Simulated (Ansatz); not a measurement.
# ScAl: how settings move the results

Aim, for ScAl: sweep the k-point mesh shifted by half a step.

Method: DFT PBEsol, scalar-relativistic, plane waves, PAW, in Ansatz 0.2.0.

2 further runs of the same task are left out: 1 for a known fault of the program, 1 set aside as unsound or not needed.

### 1 The structure to begin with

Symmetry: Pm-3m, No. 221, cubic system. The conventional cell has a = 3.370 Å, b = 3.370 Å, c = 3.370 Å, α = 90.00°, β = 90.00°, γ = 90.00°. Around Sc (site symmetry m-3m) lie 8 Al at 2.92 Å. Al (site symmetry m-3m) has 8 Sc at 2.92 Å as nearest neighbours.

Coordinates:

```xyz
2
Lattice="3.3703 0.0000 0.0000 0.0000 3.3703 0.0000 0.0000 0.0000 3.3703" Properties=species:S:1:pos:R:3 pbc="T T T"
Sc    1.6852    1.6852    1.6852
Al    0.0000    0.0000    0.0000
```

The structure comes from the Materials Project (structure only); it is used as listed.

### 2 The base run, which the others are set against

Contents of input.yaml:

```yaml
crystal:
  lattice:
    - [3.37034897, 0.0, 0.0]
    - [0.0, 3.37034897, 0.0]
    - [0.0, 0.0, 3.37034897]
  atoms:
    - { symbol: Sc, position: [0.5, 0.5, 0.5] }
    - { symbol: Al, position: [0.0, 0.0, 0.0] }
basis:
  ecutwfc: 420
kpoints:
  mp_grid: { grid: [12, 12, 12] }
hamiltonian:
  xc: pbesol
scf:
  occupations: { method: gaussian, width: 0.1 }
output:
  forces: true
  stress: true
  eigenvalues: true
  populations: true
  write_density: true
  write_potential: true
  elf: true
  volumetric_format: npy
```

Its results, from an earlier run: -1318.4227 eV/atom at zero smearing, pressure -1.80 GPa, largest force 0.000 eV/Å, no gap on the mesh, in 7 SCF cycles and 3.8 s.

### 3 K-point mesh shifted by half a step set to 6×6×6

Contents of input.yaml:

```yaml
crystal:
  lattice:
    - [3.37034897, 0.0, 0.0]
    - [0.0, 3.37034897, 0.0]
    - [0.0, 0.0, 3.37034897]
  atoms:
    - { symbol: Sc, position: [0.5, 0.5, 0.5] }
    - { symbol: Al, position: [0.0, 0.0, 0.0] }
basis:
  ecutwfc: 420
kpoints:
  mp_grid: { grid: [6, 6, 6], shift: [0.5, 0.5, 0.5] }
hamiltonian:
  xc: pbesol
scf:
  occupations: { method: gaussian, width: 0.1 }
output:
  forces: true
  stress: true
  eigenvalues: true
```

The run is started by

```bash
> ansatz run input.yaml --threads 1 --pin off --max-ram 2560MiB --backend cpu --events-out ev --progress --plain --runs-dir out
```

### 4 K-point mesh shifted by half a step: 8×8×8

input.yaml: that of step 3 with these lines changed.

```diff
@@ -11,3 +11,3 @@
 kpoints:
-  mp_grid: { grid: [6, 6, 6], shift: [0.5, 0.5, 0.5] }
+  mp_grid: { grid: [8, 8, 8], shift: [0.5, 0.5, 0.5] }
 hamiltonian:
```

### 5 K-point mesh shifted by half a step: 10×10×10

input.yaml: that of step 4 with these lines changed.

```diff
@@ -11,3 +11,3 @@
 kpoints:
-  mp_grid: { grid: [8, 8, 8], shift: [0.5, 0.5, 0.5] }
+  mp_grid: { grid: [10, 10, 10], shift: [0.5, 0.5, 0.5] }
 hamiltonian:
```

(Steps that only read results are left out.)

What results come out of these runs, taken together? Wanted: largest energy shift, k-point mesh shifted by half a step.

The runs gave:

| quantity | value |
| --- | --- |
| largest energy shift, k-point mesh shifted by half a step | -1.76 meV/atom at 8×8×8 |

The densest shifted mesh lands 1.19 meV/atom from the base run.
